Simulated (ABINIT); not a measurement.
Runs of ABINIT 10.8.3 (patched build) on AgCl (Chlorargyrite). It takes space group Fm-3m (No. 225, cubic). Conventional cell: a = 5.470 Å, b = 5.470 Å, c = 5.470 Å, α = 90.00°, β = 90.00°, γ = 90.00°. Around Ag (site symmetry m-3m) lie 6 Cl at 2.73 Å. Cl (site symmetry m-3m) is surrounded by 6 Ag at 2.73 Å. 

```csv
task,level,potentials or basis,k mesh,cutoff (eV),smearing,fine-grid cutoff,gap on the mesh (eV),pressure (GPa)
band structure,LDA,JTH PAW LDA v2.0,8 × 8 × 8,680,fermi-dirac 0.05 eV,1278.94 eV,0.61,(b)
single point,PBE,SPMS NC PBE v1.0,6 × 6 × 6,599,fixed,-,0.91,3.9
band structure,PBEsol,PseudoDojo NC SR PBEsol v0.4.1 standard,8 × 8 × 8,1116,fermi-dirac 0.05 eV,-,(a),-0.7
band structure,r2SCAN,"Ansatz PAW PBE default generated set, frozen core",8 × 8 × 8,490,fermi-dirac 0.05 eV,979.61 eV,1.48,-
```

Alike in all rows: no spin polarisation; cell as given.

Q: Estimate the missing entries.

A: (a) 0.73; (b) -3.8.

Caveats: the PAW data sets were made with another functional, which shifts forces and pressure a little (some runs).

A k mesh can miss the band edges, and the runs leave out spin-orbit coupling on Ag.

Not every run made on this cell is shown here.
